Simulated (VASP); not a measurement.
As:

```
As
1.0
     2.70368    0.00000    0.00000
     0.00000    2.70368    0.00000
     0.00000    0.00000    2.70368
As
1
Direct
  0.50000 0.50000 0.50000
```

This isn't the form of As at room conditions, which is rhombohedral.

| Item | Value |
| --- | --- |
| Program | VASP 6.6.1 |
| Task | relaxation of cell and atoms |
| Functional | revPBE |
| Potentials or basis | VASP PAW PBE potentials, release 64 (As) |
| Cutoff | 600 eV |
| k mesh | 10 × 10 × 10 |
| Occupations | fermi-dirac, width 0.05 eV |
| Spin | no spin polarisation |

At the start: pressure 3.5 GPa; volume 19.76 Å³/atom.

Question: Where does the relaxation end?

Answer: Over 3 steps the energy falls by 8.8 meV/atom and the volume is 20.60 Å³/atom (+4.2 %); space group Pm-3m (No. 221, to 0.05 Å).

Step by step:
```
step  energy change (eV)  largest force (eV/Å)  pressure (GPa)  volume (Å³)
   1              0.0000                0.0000            3.52        19.76
   2             -0.0067                0.0000           -1.55        21.03
   3             -0.0088                0.0000            0.01        20.60
```

Final structure:
```yaml
crystal:
  lattice:
    - [2.74121, 0.00000, 0.00000]
    - [0.00000, 2.74121, 0.00000]
    - [0.00000, 0.00000, 2.74121]
  atoms:
    - { symbol: As, position: [0.50000, 0.50000, 0.50000] }
```

Caveat: the PAW data sets were made with another functional, which shifts forces and pressure a little.
